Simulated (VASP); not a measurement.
Crystal: CdO (Monteponite).

```
CELL_PARAMETERS angstrom
0.00000 2.34765 2.34765
2.34765 0.00000 2.34765
2.34765 2.34765 0.00000
ATOMIC_POSITIONS crystal
Cd 0.00000 0.00000 0.00000
O 0.50000 0.50000 0.50000
```

Program: VASP 6.6.1. Alike in all runs: potentials or basis VASP PAW PBE potentials, release 64 (Cd, O); no spin polarisation; cell as given; cutoff (eV) 520; smearing gaussian 0.02 eV. Hardware: 1 thread of Intel(R) Xeon(R) 6975P-C (Granite Rapids), with other jobs on the host.

**Question.** Order these runs on this cell by their wall time, lowest first.
A. task band structure; level SCAN; k mesh 8 × 8 × 8; mesh quality not flagged
B. task band structure; level HSE06; k mesh 4 × 4 × 4; grid for exact exchange (PRECFOCK) Normal; screening parameter 0.2 1/A; mesh quality coarse
C. task single point; level SCAN; k mesh 8 × 8 × 8; mesh quality not flagged

**Answer.** C (46 s), A (110 s), B (1500 s).

Caveats: some runs use coarse meshes.
